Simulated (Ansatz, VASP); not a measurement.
**Two plane-wave programs on B2P3**

```
CELL_PARAMETERS angstrom
3.99609 0.00000 0.00000
-1.99804 3.46071 0.00000
0.00000 0.00000 4.13538
ATOMIC_POSITIONS crystal
B 0.33333 0.66667 0.81065
B 0.66667 0.33333 0.81065
P 0.33333 0.66667 0.31085
P 0.66667 0.33333 0.31085
P 0.00000 0.00000 0.80712
```

Alike in both runs: functional PBE; k mesh 6 × 6 × 4; occupations gaussian, width 0.1 eV; no spin polarisation.

Ansatz relaxed the structure, and its values are those at the end. VASP's run is a single point on that final structure, the one shown.

```csv
,VASP,Ansatz
version,VASP 6.6.1,Ansatz 0.2.0
potentials or method,"VASP PAW PBE potentials, release 64 (B, P)","scalar-relativistic, plane waves, PAW"
plane-wave cutoff (eV),520,420
valence electrons in the cell,21,21
```

VASP gave:

- gap on the k mesh at the Fermi level (eV): none
- pressure (GPa): -0.2

Task: Estimate Ansatz's values.

Result: gap on the k mesh at the Fermi level (eV): none; pressure (GPa): 0.0.

A gap of «none» marks a metal or a gap that the smearing closes.

Caveats: the k mesh is coarse (spacing up to 0.38 Å⁻¹), so the values aren't converged.
